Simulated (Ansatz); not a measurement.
What moves the field gradients of HfO2?

Cell of run 1: a COD entry.

```cif
data_HfO2
_symmetry_space_group_name_H-M 'P2_1/c'
_symmetry_Int_Tables_number 14
_cell_length_a 5.1180
_cell_length_b 5.1857
_cell_length_c 5.2841
_cell_angle_alpha 90.000
_cell_angle_beta 99.352
_cell_angle_gamma 90.000
loop_
_atom_site_label
_atom_site_type_symbol
_atom_site_symmetry_multiplicity
_atom_site_Wyckoff_symbol
_atom_site_fract_x
_atom_site_fract_y
_atom_site_fract_z
Hf Hf 4 e 0.2755 0.0397 0.2080
O5 O 4 e 0.4487 0.7581 0.4801
O9 O 4 e 0.0742 0.3316 0.3467
```

One atom of each set is listed.

Relaxed positions (PBE, cell held):

Hf (0.2767, 0.0419, 0.2081)
O5 (0.4466, 0.7584, 0.4803)
O9 (0.0726, 0.3392, 0.3389)

All runs are DFT with Ansatz 0.2.0 (plane waves and PAW, scalar-relativistic unless spin–orbit coupling is named, Γ-centred meshes, Fermi–Dirac smearing where given) in this cell.

Run 1: PBE, gradients read without the response of the cores, atoms as given; 420 eV, 5×5×5 k-points, smearing 0.02 eV.
Run 2: PBE, gradients read without the response of the cores, atoms relaxed; 420 eV, 5×5×5 k-points, smearing 0.02 eV.
Run 3: r2SCAN, gradients read without the response of the cores, at the relaxed atoms; 500 eV, 5×5×5 k-points, smearing 0.02 eV.
Run 4: PBE with spin–orbit coupling, gradients read without the response of the cores, at the relaxed atoms; 420 eV, 5×5×5 k-points, smearing 0.02 eV.

```
run   Hf V_zz (η)   O5 V_zz (η)   O9 V_zz (η)
  1  11.42 (0.56)   1.04 (0.81)   1.31 (0.75)
  2             ?             ?             ?
  3  12.15 (0.16)  -1.15 (0.96)  -1.37 (0.86)
  4  12.19 (0.16)  -1.10 (0.99)  -1.41 (0.87)
```

V_zz in 10²¹ V/m².

Question: Estimate the row of run 2.

Answer: Hf: 12.04 (0.16); O5: -1.10 (1.00); O9: -1.38 (0.88). It lies nearest to run 3, from whose tensors on these sites it differs by 0.13 at most (largest principal value of the difference, on Hf). Taken one at a time, the positions of the atoms (as given or relaxed) move the tensors on these sites by up to 3.86 (largest principal value of the change, on Hf), spin–orbit coupling by 0.17 (Hf), the functional (r2SCAN with its higher cutoff) by 0.13 (Hf). On some sites the largest principal value moves to another axis from run to run, and the sign of V_zz can flip with it. On O5 and O9 η is near 1, so the change of sign is little more than a relabelling of axes.

In run 1 the atoms aren't at the calculated equilibrium (largest force 0.48 eV/Å). The cell isn't the equilibrium one in run 1 (calculated pressure 6 GPa), and the entry's cell may itself be off.
